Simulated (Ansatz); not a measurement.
Structure: KBr built on the rocksalt prototype, at its r2SCAN minimum. It is cubic, Fm-3m (No. 225); conventional cell a = 6.604 Å, 36.01 Å³ an atom. K has 6 Br at 3.30 Å; Br has 6 K at 3.30 Å.

```cif
data_structure
_symmetry_space_group_name_H-M 'Fm-3m'
_symmetry_Int_Tables_number 225
_cell_length_a 6.6045
_cell_length_b 6.6045
_cell_length_c 6.6045
_cell_angle_alpha 90.000
_cell_angle_beta 90.000
_cell_angle_gamma 90.000
_cell_volume 288.08
loop_
_atom_site_label
_atom_site_type_symbol
_atom_site_symmetry_multiplicity
_atom_site_Wyckoff_symbol
_atom_site_fract_x
_atom_site_fract_y
_atom_site_fract_z
_atom_site_occupancy
K1 K 4 a 0.00000 0.00000 0.00000 1
Br1 Br 4 b 0.50000 0.00000 0.00000 1
```

4 runs of Ansatz on this cell differ in the functional (and in the settings that go with it). Levels are in eV from each run's valence top; v1 is the last filled band, c1 the first empty one.

Run A, mean stress +0.4 GPa (compression positive):
```tsv
point	v2	v1	c1	c2
Γ	0.00	0.00	6.31	9.72
X	-0.31	-0.31	7.79	9.22
U	-0.69	-0.36	8.55	10.21
L	-0.35	-0.35	8.46	10.34
W	-0.64	-0.57	9.39	9.39
```

Run B, mean stress 0.0 GPa (compression positive):
```tsv
point	v2	v1	c1	c2
Γ	0.00	0.00	5.07	8.23
X	-0.29	-0.29	6.36	8.01
U	-0.63	-0.33	7.11	8.99
L	-0.33	-0.33	7.12	8.87
W	-0.59	-0.53	7.93	7.93
```

Run C, mean stress +0.7 GPa (compression positive):
```tsv
point	v2	v1	c1	c2
Γ	0.00	0.00	4.43	7.60
X	-0.28	-0.28	5.87	7.19
U	-0.64	-0.33	6.59	8.15
L	-0.33	-0.33	6.58	8.23
W	-0.58	-0.53	7.38	7.38
```

Run D, mean stress +0.4 GPa (compression positive):
```tsv
point	v2	v1	c1	c2
Γ	0.00	0.00	5.60	8.96
X	-0.31	-0.31	7.06	8.48
U	-0.67	-0.35	7.81	9.46
L	-0.34	-0.34	7.74	9.58
W	-0.62	-0.56	8.64	8.64
```

Task: Match the runs to PBE, r2SCAN, HSE06, PBE0.

Result: A is PBE0, B is r2SCAN, C is PBE, D is HSE06. In order of the gap: PBE 4.43, r2SCAN 5.07, HSE06 5.60, PBE0 6.31 eV. The stress vanishes for r2SCAN, which relaxed the cell.

Calculated for a static, non-magnetic cell.

Spin-orbit coupling is left out.

The program warns that its thresholds are loose for a hybrid's stress.

The meshes of the hybrids are coarse, so their gaps aren't converged to the digits shown.
